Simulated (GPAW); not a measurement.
The system is Ru.

```
Ru
1.0
     2.70580    0.00000    0.00000
    -1.35290    2.34329    0.00000
     0.00000    0.00000    4.28190
Ru
2
Direct
  0.66667 0.33333 0.75000
  0.33333 0.66667 0.25000
```

| Property | Result |
| --- | --- |
| Program | GPAW 26.7.0 |
| Task | relaxation of cell and atoms |
| Functional | SCAN |
| Potentials or basis | GPAW PAW data sets (gpaw-data 1.2.1) |
| Cutoff | 600 eV |
| Basis | pw |
| k mesh | 8 × 8 × 5 |
| Occupations | fermi-dirac, width 0.05 eV |
| Spin | no spin polarisation |

At the start: pressure -5.4 GPa; volume 13.57 Å³/atom.

Task: Where does the relaxation end?

Result: Over 7 steps the energy falls by 3.6 meV/atom and the volume is 13.36 Å³/atom (-1.6 %); space group P6_3/mmc (No. 194, to 0.05 Å).

Step by step:
```tsv
step	energy change (eV)	largest force (eV/Å)	pressure (GPa)	volume (Å³)
1	0.0000	0.0000	-5.38	27.15
2	-0.0049	0.0000	-3.13	26.96
3	-0.0069	0.0000	0.57	26.67
4	-0.0070	0.0000	0.51	26.68
5	-0.0070	0.0000	0.40	26.69
6	-0.0071	0.0000	0.24	26.70
7	-0.0071	0.0000	0.05	26.71
```

Final structure:
```
CELL_PARAMETERS angstrom
2.69391 0.00000 0.00000
-1.34695 2.33299 0.00000
0.00000 0.00000 4.25069
ATOMIC_POSITIONS crystal
Ru 0.66667 0.33333 0.75000
Ru 0.33333 0.66667 0.25000
```

Caveat: later steps reuse the first step's grids; the PAW data sets were made with another functional, which shifts forces and pressure a little.
